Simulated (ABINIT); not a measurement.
In:

```
In
1.0
    -1.62547    1.62547    2.47370
     1.62547   -1.62547    2.47370
     1.62547    1.62547   -2.47370
In
1
Direct
  0.00000 0.00000 0.00000
```

Base run:

* Program: ABINIT 10.8.3 (patched build)
* Functional: WC
* Potentials or basis: JTH PAW PBE v2.0
* Cutoff: 707 eV
* k mesh: 11 × 11 × 11
* Occupations: fermi-dirac, width 0.05 eV
* Spin: no spin polarisation

Its results: band gap on the k mesh none (metal or under the smearing width); pressure -1.4 GPa.

Question: The run is repeated on the same cell with these changes: functional from WC to BLYP. What comes out?

Answer: Band gap on the k mesh none (metal or under the smearing width); pressure 5.7 GPa.

BLYP binds less tightly than WC, so the same cell stands under more pressure.

Caveats: the PAW data sets were made with another functional, which shifts forces and pressure a little; spin-orbit coupling is left out, which moves the levels of the heavy elements.
